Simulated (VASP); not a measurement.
# Al2O3 (R-3c) in VASP: a series of runs

One crystal, Al2O3, is run at these levels: PBEsol; tasks: single point, relaxation of cell and atoms.

All numbers are computed with VASP 6.6.1; they aren't measurements. Logs are shortened: lines on timing, memory, paths and dates and some standing lists are left out, and cuts for length are marked.

**Measured values to compare with.**

From “Multi-petahertz electron interference in Cr:Al2O3 solid-state material”, 2018, pmc:5906618, for a bulk crystal of Al2O3: band gap 8.7 eV (optical).

How close the calculation comes is told below.

### Step 1. The structure

Symmetry: R-3c, No. 167, trigonal system. The conventional cell has a = 4.774 Å, b = 4.774 Å, c = 13.015 Å, α = 90.00°, β = 90.00°, γ = 120.00°. Al (site symmetry 3) is surrounded by 6 O at 1.86 to 1.97 Å. O (site symmetry 2) has 4 Al at 1.86 to 1.97 Å as nearest neighbours.

### Step 2. Single point, PBEsol

Input file INCAR:

```
PREC = Accurate
ENCUT = 520
EDIFF = 1E-7
ISMEAR = 0
SIGMA = 0.02
LREAL = False
LASPH = True
NELM = 100
ALGO = Normal
ISIF = 2
LWAVE = False
LCHARG = False
GGA = PS
NBANDS = 35
```

Input file KPOINTS:

```
Automatic mesh
0
Gamma
  6 6 6
```

Input file POSCAR:

```
Al2O3
1.0
    2.3868969588      1.3780756017      4.3381966809
   -2.3868969588      1.3780756017      4.3381966809
    0.0000000000     -2.7561512034      4.3381966809
Al O
4 6
Direct
    0.3520793505      0.3520793505      0.3520793505
    0.1479206495      0.1479206495      0.1479206495
    0.6479206495      0.6479206495      0.6479206495
    0.8520793505      0.8520793505      0.8520793505
    0.5558600035      0.9441399965      0.2500000000
    0.2500000000      0.5558600035      0.9441399965
    0.9441399965      0.2500000000      0.5558600035
    0.4441399965      0.0558600035      0.7500000000
    0.7500000000      0.4441399965      0.0558600035
    0.0558600035      0.7500000000      0.4441399965
```

Potentials or basis: VASP PAW PBE potentials, release 64 (Al, O).

On the command line:

```
$ cat potpaw_PBE.64/Al/POTCAR potpaw_PBE.64/O/POTCAR > POTCAR
$ mpirun -np 1 vasp_std > vasp.out
```

OUTCAR:

```text
PREC = Accurate
   ENCUT = 520
   EDIFF = 1E-7
   ISMEAR = 0
   LREAL = False
   LASPH = True
   NELM = 100
   ISIF = 2
   GGA = PS

 ion  position               nearest neighbor table
   1  0.352  0.352  0.352-  10 1.86   8 1.86   9 1.86   5 1.97   6 1.97   7 1.97   2 2.66   3 2.80
                             3 2.80   3 2.80   2 3.23   2 3.23   2 3.23
   2  0.148  0.148  0.148-   9 1.86   8 1.86  10 1.86   5 1.97   7 1.97   6 1.97   1 2.66   4 2.80
                             4 2.80   4 2.80   1 3.23   1 3.23   1 3.23
   3  0.648  0.648  0.648-   7 1.86   5 1.86   6 1.86   8 1.97   9 1.97  10 1.97   4 2.66   1 2.80
                             1 2.80   1 2.80   4 3.23   4 3.23   4 3.23
   4  0.852  0.852  0.852-   6 1.86   5 1.86   7 1.86   8 1.97  10 1.97   9 1.97   3 2.66   2 2.80
                             2 2.80   2 2.80   3 3.23   3 3.23   3 3.23
   5  0.556  0.944  0.250-   3 1.86   4 1.86   1 1.97   2 1.97
   6  0.250  0.556  0.944-   4 1.86   3 1.86   1 1.97   2 1.97
   7  0.944  0.250  0.556-   3 1.86   4 1.86   2 1.97   1 1.97
   8  0.444  0.056  0.750-   1 1.86   2 1.86   3 1.97   4 1.97
   9  0.750  0.444  0.056-   2 1.86   1 1.86   3 1.97   4 1.97
  10  0.056  0.750  0.444-   1 1.86   2 1.86   4 1.97   3 1.97

  LATTYP: Found a trigonal (rhomboedric) cell.
 ALAT       =     5.1396809140
 COS(alpha) =     0.5686547472

  Lattice vectors:

 A1 = (   2.3868969588,   1.3780756017,   4.3381966809)
 A2 = (  -2.3868969588,   1.3780756017,   4.3381966809)
 A3 = (   0.0000000000,  -2.7561512034,   4.3381966809)

Analysis of symmetry for initial positions (statically):
=====================================================================
 Subroutine PRICEL returns:
 Original cell was already a primitive cell.

 Routine SETGRP: Setting up the symmetry group for a
 trigonal (rhombohedral) supercell.

 Subroutine GETGRP returns: Found 12 space group operations
 (whereof  6 operations were pure point group operations)
 out of a pool of 12 trial point group operations.

The static configuration has the point symmetry S_6 .
 The point group associated with its full space group is D_3d.

Analysis of symmetry for dynamics (positions and initial velocities):
=====================================================================
 Subroutine PRICEL returns:
 Original cell was already a primitive cell.

 Routine SETGRP: Setting up the symmetry group for a
 trigonal (rhombohedral) supercell.

 Subroutine GETGRP returns: Found 12 space group operations
 (whereof  6 operations were pure point group operations)
 out of a pool of 12 trial point group operations.

The dynamic configuration has the point symmetry S_6 .
 The point group associated with its full space group is D_3d.

 Subroutine INISYM returns: Found 12 space group operations
 (whereof  6 operations are pure point group operations),
 and found     1 'primitive' translations

----------------------------------------------------------------------------------------

                                     Primitive cell

  volume of cell :      85.6184

  direct lattice vectors                    reciprocal lattice vectors
     2.386896959  1.378075602  4.338196681     0.209476994  0.120941599  0.076836842
    -2.386896959  1.378075602  4.338196681    -0.209476994  0.120941599  0.076836842
     0.000000000 -2.756151203  4.338196681     0.000000000 -0.241883198  0.076836842

  length of vectors
     5.139680914  5.139680914  5.139680914     0.253793975  0.253793975  0.253793975

  position of ions in fractional coordinates (direct lattice)
     0.352079350  0.352079350  0.352079350
     0.147920650  0.147920650  0.147920650
     0.647920650  0.647920650  0.647920650
     0.852079350  0.852079350  0.852079350
     0.555860004  0.944139996  0.250000000
     0.250000000  0.555860004  0.944139996
     0.944139996  0.250000000  0.555860004
     0.444139996  0.055860004  0.750000000
     0.750000000  0.444139996  0.055860004
     0.055860004  0.750000000  0.444139996

  ion indices of the primitive-cell ions
   primitive index   ion index
                 1           1
                 2           2
                 3           3
                 4           4
                 5           5
                 6           6
                 7           7
                 8           8
                 9           9
                10          10

----------------------------------------------------------------------------------------

 KPOINTS: Automatic mesh

Automatic generation of k-mesh.
 Grid dimensions read from file:
 generate k-points for:    6    6    6

 Generating k-lattice:

  Cartesian coordinates                     Fractional coordinates (reciprocal lattice)
     0.034912832  0.020156933  0.012806140     0.166666667  0.000000000  0.000000000
    -0.034912832  0.020156933  0.012806140     0.000000000  0.166666667  0.000000000
     0.000000000 -0.040313866  0.012806140     0.000000000  0.000000000  0.166666667

  Length of vectors
     0.042298996  0.042298996  0.042298996

  Shift w.r.t. Gamma in fractional coordinates (k-lattice)
     0.000000000  0.000000000  0.000000000

 Subroutine IBZKPT returns following result:
 ===========================================

 Found     32 irreducible k-points:

 Following reciprocal coordinates:
            Coordinates               Weight
  0.000000  0.000000  0.000000      1.000000
  0.166667  0.000000  0.000000      6.000000
  0.333333 -0.000000  0.000000      6.000000
  0.500000 -0.000000  0.000000      3.000000
  0.166667  0.166667  0.000000      6.000000
  0.333333  0.166667 -0.000000     12.000000
[... 16 lines left out ...]
  0.500000  0.500000  0.166667      6.000000
 -0.333333  0.500000  0.166667     12.000000
 [... further k-points ...]
   k-points           NKPTS =     32   k-points in BZ     NKDIM =     32   number of bands    NBANDS=     35
   number of dos      NEDOS =    301   number of ions     NIONS =     10
   total plane-waves  NPLWV =  64000
   dimension x,y,z NGX =    40 NGY =   40 NGZ =   40
   dimension x,y,z NGXF=    80 NGYF=   80 NGZF=   80
   ions per type =               4   6
   NGX,Y,Z   is equivalent  to a cutoff of  12.94, 12.94, 12.94 a.u.
   NGXF,Y,Z  is equivalent  to a cutoff of  25.88, 25.88, 25.88 a.u.
 SYSTEM =  unknown system
   PREC   = accura    normal or accurate (medium, high low for compatibility)
   ISTART =      0    job   : 0-new  1-cont  2-samecut
   ICHARG =      2    charge: 1-file 2-atom 10-const
   ISPIN  =      1    spin polarized calculation?
   LNONCOLLINEAR =      F non collinear calculations
   LSORBIT =      F    spin-orbit coupling
   LASPH  =      T    aspherical Exc in radial PAW
   ENCUT  =  520.0 eV  38.22 Ry    6.18 a.u.   9.56  9.56  9.56*2*pi/ulx,y,z
   NELM   =    100;   NELMIN=  2; NELMDL= -5     # of ELM steps
   EDIFF  = 0.1E-06   stopping-criterion for ELM
   LREAL  =      F    real-space projection
   EDIFFG = 0.1E-05   stopping-criterion for IOM
   NSW    =      0    number of steps for IOM
   IBRION =     -1    ionic relax: 0-MD 1-quasi-New 2-CG
   NFREE  =      0    steps in history (QN), initial steepest desc. (CG)
   ISIF   =      2    stress and relaxation
   ISYM   =      2    0-nonsym 1-usesym 2-fastsym
   POTIM  = 0.5000    time-step for ionic-motion
   TEBEG  =    0.0;   TEEND  =   0.0 temperature during run
   PSTRESS=    0.0 pullay stress
   NELECT =      48.0000    total number of electrons
   NUPDOWN=      -1.0000    fix difference up-down
   EMIN   =  10.00;   EMAX   =-10.00  energy-range for DOS
   EFERMI =   0.00;   METHOD = LEGACY
   ISMEAR =     0;   SIGMA  =   0.02  broadening in eV -4-tet -1-fermi 0-gaus
   EFERMI_NEDOS =   21; number of points for ismear=-14 and -15
   IALGO  =     38    algorithm
   IMIX   =      4    mixing-type and parameters
     AMIX     =   0.40;   BMIX     =  1.00
     AMIX_MAG =   1.60;   BMIX_MAG =  1.00
  volume/ion in A,a.u.               =       8.56        57.78
  Fermi-wavevector in a.u.,A,eV,Ry     =   1.349894  2.550929 24.792706  1.822212
  Thomas-Fermi vector in A             =   2.477443
   LORBIT       =      0    0 simple, 1 ext, 2 COOP (PROOUT), +10 PAW based schemes
   GGA     = PS    functional components
   LHFCALC =     F    Hartree Fock is set to
   AEXX    =    0.0000 exact exchange contribution
   IVDW    =     0    specifies the selected vdW correction
   LEPSILON=     F    determine dielectric tensor
   LRPA    =     F    only Hartree local field effects (RPA)
 non-spin polarized calculation
 Gauss-broadening in eV      SIGMA  =   0.02
  energy-cutoff  :      520.00
  volume of cell :       85.62
 maximum number of plane-waves:      2328
 NGX is ok and might be reduce to    40
   NGX = 19   NGY = 19   NGZ = 19

 number of electron      48.0000012 magnetization

 Free energy of the ion-electron system (eV)
  ---------------------------------------------------
  ext. energy  EPLUGINS =         0.00000000
  ---------------------------------------------------
  free energy    TOTEN  =       -78.66432089 eV

  energy without entropy =      -78.66432089  energy(sigma->0) =      -78.66432089

 E-fermi :   6.0697     XC(G=0): -11.9062

 val. band max:        5.9510997136   @ k =   0.0000   0.0000   0.0000
 cond. band min:      11.9906845080   @ k =   0.0000   0.0000   0.0000
 fundamental gap:      6.0395847944
 Fermi energy:         6.0697048864

 k-point     1 :       0.0000    0.0000    0.0000
  band No.  band energies     occupation
      1     -13.2002      2.00000
      2     -10.8451      2.00000
      3     -10.5643      2.00000
      4     -10.5643      2.00000
      5     -10.2404      2.00000
      6     -10.2404      2.00000
[... 27 lines left out ...]
     34      19.4044      0.00000
     35      20.3564      0.00000
[... 843 lines left out ...]
      5     -10.4303      2.00000
      6     -10.2189      2.00000
[... 27 lines left out ...]
     34      19.1447      0.00000
     35      19.2908      0.00000

 [... further k-points ...]

------------------------ aborting loop because EDIFF is reached ----------------------------------------

  FORCE on cell =-STRESS in cart. coord.  units (eV):
  Direction    XX          YY          ZZ          XY          YZ          ZX
  --------------------------------------------------------------------------------------
  -------------------------------------------------------------------------------------
  Total        0.0546007      0.0546007      0.0053679      0.0000000      0.0000000      0.0000000
  in kB        1.0217435      1.0217435      0.1004493      0.0000000      0.0000000      0.0000000
  external PRESSURE =       0.7146455 kB  Pullay stress =       0.0000000 kB

 VOLUME and BASIS-vectors are now :
 -----------------------------------------------------------------------------
  energy-cutoff  :      520.00
  volume of cell :       85.62
      direct lattice vectors                 reciprocal lattice vectors
     2.386896959  1.378075602  4.338196681     0.209476994  0.120941599  0.076836842
    -2.386896959  1.378075602  4.338196681    -0.209476994  0.120941599  0.076836842
     0.000000000 -2.756151203  4.338196681     0.000000000 -0.241883198  0.076836842

 POSITION                                       TOTAL-FORCE (eV/Angst)
 -----------------------------------------------------------------------------------
      0.00000      0.00000      4.58217        -0.000000     -0.000000     -0.002194
      0.00000      0.00000      1.92513        -0.000000     -0.000000      0.002194
      0.00000      0.00000      8.43242        -0.000000     -0.000000      0.002194
      0.00000      0.00000     11.08946        -0.000000     -0.000000     -0.002194
     -0.92678      1.37808      7.59184        -0.004628     -0.000000     -0.000000
     -0.73006     -1.49166      7.59184         0.002314     -0.004008      0.000000
      1.65684      0.11358      7.59184         0.002314      0.004008      0.000000
      0.92678     -1.37808      5.42275         0.004628     -0.000000     -0.000000
      0.73006      1.49166      5.42275        -0.002314      0.004008      0.000000
     -1.65684     -0.11358      5.42275        -0.002314     -0.004008      0.000000
 -----------------------------------------------------------------------------------
    total drift:                               -0.000000      0.000000      0.000000

  FREE ENERGIE OF THE ION-ELECTRON SYSTEM (eV)
  ---------------------------------------------------
  free  energy   TOTEN  =       -78.6643208889 eV

  energy  without entropy=      -78.6643208889  energy(sigma->0) =      -78.66432089
```

It took 69 s on 1 thread of Intel Xeon 6975P-C (Granite Rapids), shared host; peak memory 0.26 GiB.

What came out:

```yaml
Free_energy: -78.6643 eV
Pressure: 0.1 GPa
Largest_force: 0.005 eV/Å
Band_gap_on_the_k_mesh: 6.04 eV, direct
```

Forces in eV/Å, atoms in the order of the input:
```
Al   0.000  0.000 -0.002
Al   0.000  0.000  0.002
Al   0.000  0.000  0.002
Al   0.000  0.000 -0.002
O   -0.005  0.000  0.000
O    0.002 -0.004  0.000
O    0.002  0.004  0.000
O    0.005  0.000  0.000
O   -0.002  0.004  0.000
O   -0.002 -0.004  0.000
```

Caveat: the PAW data sets were made with another functional, which shifts forces and pressure a little.

### Step 3. Relaxation of cell and atoms, PBEsol

This run uses another cell than the first one, of 8.50 Å³/atom, 0.993 times its volume.

Input file INCAR:

```
SYSTEM = Al2O3
PREC = Accurate
ENCUT = 600
EDIFF = 1E-6
ISMEAR = 0
SIGMA = 0.02
LREAL = .FALSE.
LASPH = .TRUE.
NELM = 100
ALGO = Fast
ISIF = 3
LWAVE = .FALSE.
LCHARG = .FALSE.
GGA = PS
IBRION = 2
NSW = 100
EDIFFG = -0.01
```

Input file KPOINTS:

```
regular mesh
0
G
  6 6 6
  0 0 0
```

Input file POSCAR:

```
Al2O3
1.0
    2.3802500000      1.3742379782      4.3318666667
   -2.3802500000      1.3742379782      4.3318666667
    0.0000000000     -2.7484759565      4.3318666667
Al O
4 6
Direct
    0.3521600000      0.3521600000      0.3521600000
    0.1478400000      0.1478400000      0.1478400000
    0.6478400000      0.6478400000      0.6478400000
    0.8521600000      0.8521600000      0.8521600000
    0.5566800000      0.9433200000      0.2500000000
    0.2500000000      0.5566800000      0.9433200000
    0.9433200000      0.2500000000      0.5566800000
    0.4433200000      0.0566800000      0.7500000000
    0.7500000000      0.4433200000      0.0566800000
    0.0566800000      0.7500000000      0.4433200000
```

Potentials or basis: VASP PAW PBE potentials, release 64 (Al, O).

On the command line:

```
$ cat potpaw_PBE.64/Al/POTCAR potpaw_PBE.64/O/POTCAR > POTCAR
$ mpirun -np 1 vasp_std > vasp.out
```

Run time: 3.5 min. Hardware: 1 thread of Intel Xeon 6975P-C (Granite Rapids), shared host; peak memory 0.3 GiB.

Results (log left out):

```yaml
Free_energy: -78.6805 eV
Relaxed_volume: 8.55 Å³/atom
Relaxed_cell: a = 5.138 Å, b = 5.138 Å, c = 5.138 Å, α = 55.35°, β = 55.35°, γ = 55.35°
Space_group_after_relaxing_to_0.05_Å: R-3c (No. 167)
Energy_gained_by_relaxing: 0.4 meV/atom
Ionic_steps: 4
Pressure_after_relaxing: 0.0 GPa
Largest_force_after_relaxing: 0.009 eV/Å
Band_gap_on_the_k_mesh: 6.05 eV, direct
```

Forces in eV/Å, atoms in the order of the input:
```
Al   0.000  0.000  0.009
Al   0.000  0.000 -0.009
Al   0.000  0.000 -0.009
Al   0.000  0.000  0.009
O    0.003  0.000  0.000
O   -0.002  0.003  0.000
O   -0.002 -0.003  0.000
O   -0.003  0.000  0.000
O    0.002 -0.003  0.000
O    0.002  0.003  0.000
```

The path:
| step | energy change (eV) | largest force (eV/Å) | pressure (GPa) | volume (Å³) |
| --- | --- | --- | --- | --- |
| 1 | 0.0000 | 0.0890 | 1.49 | 85.02 |
| 2 | -0.0019 | 0.0280 | -1.28 | 86.00 |
| 3 | -0.0036 | 0.0353 | -0.16 | 85.60 |
| 4 | -0.0038 | 0.0091 | 0.01 | 85.53 |

Final structure:
```
Al O
1.0
     2.38616    1.37765    4.33651
    -2.38616    1.37765    4.33651
     0.00000   -2.75529    4.33651
Al O
4 6
Direct
  0.35203 0.35203 0.35203
  0.14797 0.14797 0.14797
  0.64797 0.64797 0.64797
  0.85203 0.85203 0.85203
  0.55579 0.94421 0.25000
  0.25000 0.55579 0.94421
  0.94421 0.25000 0.55579
  0.44421 0.05579 0.75000
  0.75000 0.44421 0.05579
  0.05579 0.75000 0.44421
```

Levels at points of the mesh, in eV from the valence-band top:
```
           k point  band 20  band 21  band 22  band 23  band 24  band 25  band 26  band 27  band 28  band 29
(0.00, 0.00, 0.00)    -0.50    -0.50    -0.04    -0.04     0.00     6.05     8.92    10.61    11.35    11.35
(0.50, 0.00, 0.00)    -1.32    -0.91    -0.91    -0.27    -0.27     9.27     9.27     9.49     9.49    11.55
(0.50, 0.50, 0.00)    -1.30    -1.01    -0.91    -0.74    -0.25     9.42     9.56     9.75    10.24    10.98
(0.50, 0.50, 0.50)    -2.01    -0.37    -0.37    -0.37    -0.37     8.49     8.49    10.92    10.92    12.32
```

Caveat: the PAW data sets were made with another functional, which shifts forces and pressure a little. A k mesh can miss the band edges.

(Part 1 of 2 ends here.)
